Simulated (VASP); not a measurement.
## BaHfO3 with LDA: from relaxation to properties

Aim: relax BaHfO3, then compute properties on the relaxed cell. The steps: relaxing cell and atoms (LDA), second relaxation, single point with fields (LDA), band structure (LDA), total and projected DOS (LDA), field gradients at the nuclei (LDA), independent-particle dielectric function (LDA) and bands along the symmetry lines (LDA), changed input. The start is a computed cell from the Materials Project.

Method: LDA; plane waves and PAW (Ba_sv, Hf_pv, O), in VASP 6.6.1.

Most raw output is cut from this account.

### Step 1. Set-up

Before any relaxation, the start is as follows. The structure is tetragonal, space group P4mm (No. 99). Conventional cell: a = 4.170 Å, b = 4.170 Å, c = 4.170 Å, α = 90.00°, β = 90.00°, γ = 90.00°. Nearest to Ba lie 12 O at 2.94 to 2.96 Å. Nearest to Hf lie 6 O at 2.08 to 2.09 Å. Nearest to O lie 2 Hf at 2.08 Å and 4 Ba at 2.94 to 2.96 Å. Nearest to O lie 2 Hf at 2.08 to 2.09 Å and 4 Ba at 2.95 Å. Farther neighbours and most contacts between anions are not listed.

As a file:

```
Ba Hf O
1.0
     4.16957    0.00000    0.00000
     0.00000    4.16957    0.00000
     0.00000    0.00000    4.17038
Ba Hf O
1 1 3
Direct
  0.50000 0.50000 0.99642
  0.00000 0.00000 0.49788
  0.00000 0.50000 0.49889
  0.50000 0.00000 0.49889
  0.00000 0.00000 0.99794
```

### Step 2. Relaxing cell and atoms (LDA)

Properties are meant for the cell that this level of theory prefers, so cell and atoms are relaxed first (ISIF = 3) until forces and stress are small; EDIFFG sets the threshold. LDA, the lowest rung, knows the local density alone.

File INCAR:

```
SYSTEM = BaHfO3
PREC = Accurate
ENCUT = 520
EDIFF = 1E-06
NELM = 100
ISMEAR = 0
SIGMA = 0.05
LREAL = .FALSE.
ALGO = Normal
GGA = CA
NBANDS = 25
LASPH = .TRUE.
LORBIT = 11
LWAVE = .FALSE.
LCHARG = .FALSE.
KPAR = 4
IBRION = 2
NSW = 60
ISIF = 3
EDIFFG = -0.01
```

File POSCAR:

```
BaHfO3
1.0
    4.1695667999      0.0000000000      0.0000000000
    0.0000000000      4.1695667999      0.0000000000
    0.0000000000      0.0000000000      4.1703766343
Ba Hf O
1 1 3
Direct
    0.5000000000      0.5000000000      0.9964249600
    0.0000000000      0.0000000000      0.4978753300
    0.0000000000      0.5000000000      0.4988901400
    0.5000000000      0.0000000000      0.4988901400
    0.0000000000      0.0000000000      0.9979412200
```

File KPOINTS:

```
Automatic mesh
0
Gamma
7 7 7
0 0 0
```

Potentials, in the order of the species: Ba_sv, Hf_pv and O (LDA family, release 64).

Command:

```bash
$ mpirun -np 4 vasp_std
```

Elapsed: 25 s, on 4 MPI ranks of Intel Xeon 6975P-C (Granite Rapids), shared host; peak memory 0.85 GiB.

The gap is read on the k-mesh alone, so it is an upper bound where the band edges lie off the mesh. Harder data sets than Ba_sv and Hf_pv exist (the GW ones), and pressures, volumes and forces can shift noticeably with them. The run keeps the 8 symmetry operations of its start, so it cannot find a distortion of lower symmetry.

The steps of the relaxation:

| step | energy less that of the first step (eV) | largest force (eV/Å) | pressure (GPa) | volume (Å³) |
| --- | --- | --- | --- | --- |
| 1 | 0.0000 | 0.0188 | -5.94 | 72.50 |
| 2 | 0.0360 | 0.0270 | 9.03 | 67.01 |
| 3 | -0.0469 | 0.0227 | -0.04 | 70.08 |
| 4 | -0.0469 | 0.0228 | 0.03 | 70.03 |
| 5 | -0.0470 | 0.0174 | 0.04 | 70.03 |
| 6 | -0.0470 | 0.0162 | 0.04 | 70.03 |
| 7 | -0.0470 | 0.0109 | -0.04 | 70.06 |
| 8 | -0.0470 | 0.0093 | -0.08 | 70.08 |

| conventional cell, symmetrised | before | after | change |
| --- | --- | --- | --- |
| a (Å) | 4.170 | 4.123 | -1.1 % |
| b (Å) | 4.170 | 4.123 | -1.1 % |
| c (Å) | 4.170 | 4.123 | -1.1 % |
| volume (Å³/atom) | 14.50 | 14.02 | -3.3 % |

The relaxed structure:

```
Ba Hf O
1.0
     4.12287    0.00000    0.00000
     0.00000    4.12287    0.00000
     0.00000    0.00000    4.12279
Ba Hf O
1 1 3
Direct
  0.50000 0.50000 0.99741
  0.00000 0.00000 0.49768
  0.00000 0.50000 0.49842
  0.50000 0.00000 0.49842
  0.00000 0.00000 0.99809
```

This step gave:

```yaml
electrons: 38
bands: 25
irreducible_k_points: 40
symmetry_operations: 8
free_energy_toten: -47.66 eV
fermi_energy: 2.564 eV
pressure: -0.08318 GPa
metallic: no
valence_top_at_k: 0.4286, 0.4286, 0.4286
conduction_bottom_at_k: 0, 0, 0
least_direct_gap_at_k: 0, 0, 0
scf_cycles_over_all_ionic_steps: 56
gap_on_the_k_mesh: 3.531 eV
least_direct_gap_on_the_k_mesh: 3.639 eV
```

It ends with a largest force of 0.009 eV/Å and a pressure of -0.08 GPa.

### Step 3. Second relaxation

The basis stayed that of the start cell while the cell moved. A rerun from the cell reached resets it; the error of the finite cutoff stays.

INCAR is that of step 2.

File POSCAR:

```
BaHfO3
1.0
    4.1228475800      0.0000000000      0.0000000000
    0.0000000000      4.1228475800      0.0000000000
    0.0000000000      0.0000000000      4.1228475800
Ba Hf O
1 1 3
Direct
    0.5000000000      0.5000000000      0.5000000000
    0.0000000000      0.0000000000      0.0000000000
    0.0000000000      0.5000000000      0.0000000000
    0.5000000000      0.0000000000      0.0000000000
    0.0000000000      0.0000000000      0.5000000000
```

KPOINTS is that of step 2.

The cell reached was symmetrised within 0.01 Å before this step, which raises the operations from 8 to 48 and fixes the space group from here on.

Command:

```bash
$ mpirun -np 4 vasp_std
```

It took 3.6 s on 4 MPI ranks; peak memory 0.69 GiB.

The run keeps the 48 symmetry operations of its start, so it cannot find a distortion of lower symmetry.

Little changed from the start: no atom moved by 0.005 Å and no cell edge by 0.1 %.

Numbers from this step:

| Quantity | Value |
| --- | --- |
| irreducible k-points | 20 |
| symmetry operations | 48 |
| Fermi energy | 2.592 eV |
| pressure | -0.08217 GPa |
| SCF cycles over all ionic steps | 13 |

It ends with forces that vanish by symmetry and a pressure of -0.08 GPa. The volume moved by under 0.01 %: the run met its threshold at the first step.

### Step 4. Single point with fields (LDA)

A single point on the relaxed cell gives a clean self-consistent state, with density, ELF and potential written out.

Changes to INCAR since step 3:

```diff
@@ -14,7 +14,5 @@
 LWAVE = .FALSE.
-LCHARG = .FALSE.
-KPAR = 4
-IBRION = 2
-NSW = 60
-ISIF = 3
-EDIFFG = -0.01
+LCHARG = .TRUE.
+ISIF = 2
+LELF = .TRUE.
+LVHAR = .TRUE.
```

POSCAR is that of step 3.

KPOINTS is that of step 3.

Command:

```bash
$ mpirun -np 4 vasp_std
```

The job ended after 4.2 s (4 MPI ranks; peak memory 0.5 GiB; 15 s of CPU time).

This step gave:

| Property | Result |
| --- | --- |
| SCF cycles | 13 |
| bands | 28 |
| Fermi energy | 2.577 eV |
| pressure | -0.08307 GPa |

Valence electrons inside each PAW sphere by angular momentum. Sphere charges, by row:

| atom | s (e) | p (e) | d (e) | tot (e) |
| --- | --- | --- | --- | --- |
| Ba1 | 2.002 | 5.623 | 0.304 | 7.929 |
| Hf2 | 0.354 | 6.79 | 1.607 | 8.751 |
| O3 | 1.549 | 3.492 | 0 | 5.041 |
| O4 | 1.549 | 3.492 | 0 | 5.041 |
| O5 | 1.549 | 3.492 | 0 | 5.041 |

ELF in the ac plane at fractional y = 0.000, with atoms of Hf and O within 0.2 Å of it. It is the smooth field of the valence electrons, not physical close to the nuclei.

Values, 14 rows by 14 columns, each cell a mean:
```
0.07 0.22 0.44 0.26 0.52 0.81 0.69 0.59 0.77 0.79 0.33 0.32 0.41 0.16
0.36 0.43 0.37 0.17 0.44 0.77 0.81 0.80 0.82 0.73 0.26 0.21 0.44 0.41
0.36 0.30 0.15 0.08 0.25 0.53 0.71 0.73 0.66 0.47 0.14 0.09 0.21 0.32
0.36 0.32 0.21 0.12 0.11 0.23 0.41 0.45 0.35 0.19 0.09 0.14 0.26 0.33
0.80 0.78 0.65 0.39 0.11 0.06 0.08 0.09 0.07 0.06 0.19 0.47 0.73 0.79
0.72 0.79 0.79 0.59 0.20 0.05 0.03 0.03 0.03 0.07 0.35 0.66 0.82 0.77
0.40 0.67 0.81 0.68 0.28 0.07 0.02 0.01 0.03 0.09 0.45 0.73 0.80 0.59
0.57 0.74 0.80 0.65 0.24 0.06 0.02 0.02 0.03 0.08 0.41 0.71 0.81 0.69
0.81 0.81 0.70 0.46 0.13 0.06 0.06 0.07 0.05 0.06 0.23 0.53 0.77 0.81
0.55 0.51 0.38 0.20 0.09 0.13 0.24 0.28 0.20 0.11 0.11 0.25 0.44 0.52
0.29 0.24 0.13 0.08 0.20 0.46 0.65 0.68 0.59 0.39 0.12 0.08 0.17 0.26
0.44 0.44 0.28 0.13 0.38 0.70 0.80 0.81 0.79 0.65 0.21 0.15 0.37 0.44
0.13 0.28 0.44 0.24 0.51 0.81 0.74 0.67 0.79 0.78 0.32 0.30 0.43 0.22
0.02 0.13 0.44 0.29 0.55 0.81 0.57 0.40 0.72 0.80 0.36 0.36 0.36 0.07
```
Columns run along a (4.1 Å), rows up along c (4.1 Å). Atoms in or near the plane, at fractional coordinates: Hf at (0.00, 0.00), O at (0.50, 0.00), O at (0.00, 0.50).

Valence density in the ac plane at fractional y = 0.000, with atoms of Hf and O within 0.2 Å of it. It is the smooth field of the valence electrons, not physical close to the nuclei.

Ten even steps from '_' (0.0 e/Å³) to '@' (7.6 e/Å³), each cell a mean:
```
==--::__..::**##++::__..::==
--::..____..::--::..____..::
....______________________..
____________________________
::..____________________..::
**==..__________________::++
@@**..__________________--##
%%++..__________________::**
--::____________________..::
..________________________..
..__________________________
::..________......______..::
==--..____::++**==..__..::--
====::....--%%@@**::__..--==
```
Columns run along a (4.1 Å), rows up along c (4.1 Å). Atoms in or near the plane, at fractional coordinates: Hf at (0.00, 0.00), O at (0.50, 0.00), O at (0.00, 0.50).

Electrostatic potential energy in the ac plane at fractional y = 0.000, with atoms of Hf and O within 0.2 Å of it. With pseudopotentials it is smooth inside the atoms' cores, unlike the true potential.

Ten even steps from '0' (-51 eV) to '9' (5 eV), each cell a mean:
```
45678600278655
55678854688765
67789999999876
78899999999988
67999999999987
03899999999962
00799999999940
01899999999950
46999999999986
88999999999988
77889999999877
66789987898766
55678610378755
45678400067654
```
Columns run along a (4.1 Å; values clipped at the 3rd and 97th percentile), rows up along c (4.1 Å). Atoms in or near the plane, at fractional coordinates: Hf at (0.00, 0.00), O at (0.50, 0.00), O at (0.00, 0.50).

In this run the pressure is -0.08 GPa, small enough to go on.

### Step 5. Band structure (LDA)

Levels along the symmetry lines show where the bands peak and cross; KPOINTS_OPT computes them in the converged potential.

File INCAR:

```
SYSTEM = BaHfO3
PREC = Accurate
ENCUT = 520
EDIFF = 1E-06
NELM = 100
ISMEAR = 0
SIGMA = 0.05
LREAL = .FALSE.
ALGO = Normal
GGA = CA
NBANDS = 34
LASPH = .TRUE.
LORBIT = 11
LWAVE = .FALSE.
LCHARG = .FALSE.
KPAR = 4
```

POSCAR is that of step 4.

KPOINTS is that of step 4.

File KPOINTS_OPT:

```
Line mode
16
Line-mode
Reciprocal
  0.00000000   0.00000000   0.00000000 GAMMA
  0.00000000   0.50000000   0.00000000 X

  0.00000000   0.50000000   0.00000000 X
  0.50000000   0.50000000   0.00000000 M

  0.50000000   0.50000000   0.00000000 M
  0.00000000   0.00000000   0.00000000 GAMMA

  0.00000000   0.00000000   0.00000000 GAMMA
  0.50000000   0.50000000   0.50000000 R

  0.50000000   0.50000000   0.50000000 R
  0.00000000   0.50000000   0.00000000 X

  0.50000000   0.50000000   0.00000000 M
  0.50000000   0.50000000   0.50000000 R
```

Command:

```bash
$ mpirun -np 4 vasp_std
```

Wall time 12 s (4 MPI ranks); peak memory 0.83 GiB.

Spin-orbit coupling is off here; with elements this heavy it splits and shifts levels by tenths of an eV or more.

This step gave:

```yaml
bands: 34
fermi_energy: 2.575 eV
pressure: -0.07766 GPa
least_gap_on_mesh_and_path: 3.473 eV
least_direct_gap_on_mesh_and_path: 3.639 eV
valence_top_at_k: 0.5, 0.5, 0.5
```

The electronic bands at the labelled points (eV, zero at the valence-band top; v1 is the highest filled band, c1 the lowest empty one):

| point | v4 | v3 | v2 | v1 | c1 | c2 | c3 | c4 |
| --- | --- | --- | --- | --- | --- | --- | --- | --- |
| Γ | -1.05 | -0.17 | -0.17 | -0.17 | 3.47 | 3.47 | 3.47 | 4.60 |
| 0.47 of the way | -1.44 | -1.23 | -0.34 | -0.34 | 3.70 | 4.71 | 4.71 | 5.45 |
| X | -1.81 | -1.81 | -0.47 | -0.47 | 4.07 | 6.48 | 6.48 | 6.54 |
| 0.53 of the way | -1.33 | -1.14 | -0.78 | -0.43 | 5.36 | 6.38 | 6.42 | 7.44 |
| M | -0.92 | -0.92 | -0.92 | -0.08 | 6.37 | 6.37 | 6.79 | 6.98 |
| 0.53 of the way | -1.48 | -1.02 | -0.58 | -0.54 | 4.87 | 4.88 | 5.02 | 6.40 |
| Γ | -1.05 | -0.17 | -0.17 | -0.17 | 3.47 | 3.47 | 3.47 | 4.60 |
| 0.47 of the way | -2.30 | -0.74 | -0.74 | -0.61 | 5.23 | 5.23 | 5.76 | 7.11 |
| R | -2.55 | 0.00 | 0.00 | 0.00 | 6.12 | 6.12 | 6.12 | 8.05 |
| 0.53 of the way | -2.08 | -0.93 | -0.64 | -0.54 | 5.73 | 6.40 | 6.66 | 7.60 |
| X | -1.81 | -1.81 | -0.47 | -0.47 | 4.07 | 6.48 | 6.48 | 6.54 |
| jump to M | -0.92 | -0.92 | -0.92 | -0.08 | 6.37 | 6.37 | 6.79 | 6.98 |
| 0.53 of the way | -2.54 | -0.47 | -0.47 | -0.04 | 6.43 | 6.54 | 6.54 | 7.66 |
| R | -2.55 | 0.00 | 0.00 | 0.00 | 6.12 | 6.12 | 6.12 | 8.05 |

The largest weight of each band there:

| point | v4 | v3 | v2 | v1 | c1 | c2 | c3 | c4 |
| --- | --- | --- | --- | --- | --- | --- | --- | --- |
| Γ | O 1.00 | O 0.91 | O 0.91 | O 0.91 | Hf 0.84 | Hf 0.84 | Hf 0.84 | Ba 0.94 |
| X | O 0.76 | O 0.76 | O 0.84 | O 0.84 | Hf 1.00 | Hf 0.77 | Hf 0.77 | Ba 0.67 |
| M | O 0.73 | O 0.89 | O 0.89 | O 0.98 | Hf 0.65 | Hf 0.65 | Ba 0.70 | Ba 0.60 |
| Γ | O 1.00 | O 0.91 | O 0.91 | O 0.91 | Hf 0.84 | Hf 0.84 | Hf 0.84 | Ba 0.94 |
| R | O 0.61 | O 1.00 | O 1.00 | O 1.00 | Ba 0.81 | Ba 0.81 | Ba 0.81 | Hf 0.77 |
| X | O 0.76 | O 0.76 | O 0.84 | O 0.84 | Hf 1.00 | Hf 0.77 | Hf 0.77 | Ba 0.67 |

The path lowers the gap by 0.06 eV against the mesh alone, so a band edge lies off the mesh.

### Step 6. Total and projected DOS (LDA)

Here the states are counted by energy and projected on the atoms. The mesh is finer than in the run before.

Changes to INCAR since step 5:

```diff
@@ -5,3 +5,3 @@
 NELM = 100
-ISMEAR = 0
+ISMEAR = -5
 SIGMA = 0.05
@@ -16 +16,2 @@
 KPAR = 4
+NEDOS = 2001
```

POSCAR is that of step 5.

File KPOINTS:

```
Automatic mesh
0
Gamma
10 10 10
0 0 0
```

Command:

```bash
$ mpirun -np 4 vasp_std
```

Run time: 9.2 s. Hardware: 4 MPI ranks; peak memory 0.95 GiB.

This step gave:

```
irreducible k-points : 56
Fermi energy         : 2.404 eV
pressure             : -0.07802 GPa
gap on the k-mesh    : 3.473 eV
```

The density of states has structure finer than the step of the table below, so its rows give means over 1 eV, whole bins alone (the curve runs from -12.0 to 8.49 eV). Peaks (eV: height): total -10.2: 15.6, -10.0: 12.1, -2.5: 9.54, -0.6: 8.32; O p -2.5: 4.56, -1.4: 2.58, -0.6: 5.66, 6.3: 0.983; Hf d -3.7: 0.694, -2.5: 1.17, 6.3: 2.59, 8.0: 1.11; Ba d 6.3: 1.49, 7.4: 1.42, 7.9: 1.65, 8.4: 2.57; Hf p -2.2: 0.494, -1.4: 0.187, -0.8: 0.426, 6.3: 0.0902.

States under -12.0 eV and over 8.5 eV are left out. Table of density of states by energy, zero at the valence-band top; means over each step; 7 of 9 lines; values in states/eV/cell:

| energy (eV) | total | O p | Hf d | Ba d | Hf p | Ba p | Hf s |
| --- | --- | --- | --- | --- | --- | --- | --- |
| -11 | 0.409 | 0.00922 | 0.00300 | 2.0e-4 | 2.6e-5 | 0.336 | 1.5e-5 |
| -10 | 5.58 | 0.0579 | 0.0163 | 0.00152 | 0.00420 | 4.86 | 9.5e-4 |
| -9 | 0 | 0 | 0 | 0 | 0 | 0 | 0 |
| -8 | 0 | 0 | 0 | 0 | 0 | 0 | 0 |
| -7 | 0 | 0 | 0 | 0 | 0 | 0 | 0 |
| -6 | 0 | 0 | 0 | 0 | 0 | 0 | 0 |
| -5 | 0.00145 | 7.4e-4 | 2.6e-5 | 0 | 9.4e-6 | 0 | 3.5e-4 |
| -4 | 2.11 | 1.08 | 0.376 | 0.0160 | 0.0436 | 0.00849 | 0.172 |
| -3 | 3.60 | 1.80 | 0.523 | 0.0547 | 0.145 | 0.101 | 0.0505 |
| -2 | 5.20 | 2.78 | 0.395 | 0.133 | 0.331 | 0.143 | 0.0285 |
| -1 | 5.48 | 3.58 | 0.0936 | 0.0707 | 0.214 | 0.0834 | 0.0177 |
| 0 | 1.59 | 1.12 | 0.00924 | 0.0151 | 0.0249 | 0.0114 | 2.0e-4 |
| 1 | 0 | 0 | 0 | 0 | 0 | 0 | 0 |
| 2 | 0 | 0 | 0 | 0 | 0 | 0 | 0 |
| 3 | 0.00165 | 1.4e-5 | 9.7e-4 | 1.7e-4 | 0 | 0 | 0 |
| 4 | 0.611 | 0.0254 | 0.361 | 0.0487 | 7.1e-4 | 3.1e-4 | 1.7e-5 |
| 5 | 1.56 | 0.134 | 0.745 | 0.210 | 0.00518 | 0.00243 | 1.8e-4 |
| 6 | 3.97 | 0.503 | 1.48 | 0.782 | 0.0369 | 0.0129 | 0.00194 |
| 7 | 2.80 | 0.332 | 0.425 | 0.948 | 0.0162 | 0.0163 | 0.0169 |

The gap on this mesh is 3.47 eV. In the top eV of the valence band the largest shares in the PAW spheres are O p 68 %; in the lowest eV of the conduction band, Hf d 59 % and Ba d 8 %. The rest lies in smaller channels or between the spheres.

### Step 7. Field gradients at the nuclei (LDA)

Field gradients probe how far the charge around each nucleus departs from cubic symmetry; LASPH keeps the non-spherical terms inside the spheres.

File INCAR:

```
SYSTEM = BaHfO3
PREC = Accurate
ENCUT = 520
EDIFF = 1E-07
NELM = 100
ISMEAR = 0
SIGMA = 0.05
LREAL = .FALSE.
ALGO = Normal
GGA = CA
NBANDS = 25
LASPH = .TRUE.
LORBIT = 11
LWAVE = .FALSE.
LCHARG = .FALSE.
KPAR = 4
LEFG = .TRUE.
```

POSCAR is that of step 6.

File KPOINTS:

```
Automatic mesh
0
Gamma
7 7 7
0 0 0
```

Command:

```bash
$ mpirun -np 4 vasp_std
```

Elapsed: 3.8 s, on 4 MPI ranks; peak memory 0.69 GiB.

Numbers from this step:

- SCF cycles: 14
- bands: 25
- irreducible k-points: 20
- Fermi energy: 2.591 eV
- pressure: -0.07780 GPa
- valence top at k: 0.4286, 0.4286, 0.4286
- gap on the k-mesh: 3.531 eV

[end of part 1 of 2]

[Lines on the potential files, build, host, timing and source positions are cut from VASP's logs without a mark.]

[Logs are printed without paths, hosts, clocks, repeated set-up lines and the standing remarks that a program may print on its own settings, such as how far it seeks lower states.]

[Hosts, paths, dates, database ids (printed as entryN), source tags and the programs' standing remarks are cut or masked in the printed files.]

[Measured values are set beside computed ones only where the two were judged alike; some that the calculation misses by far are left out.]

[In band tables of VASP the shares of atoms and orbitals are scaled to a sum of 1 inside the atoms' spheres.]
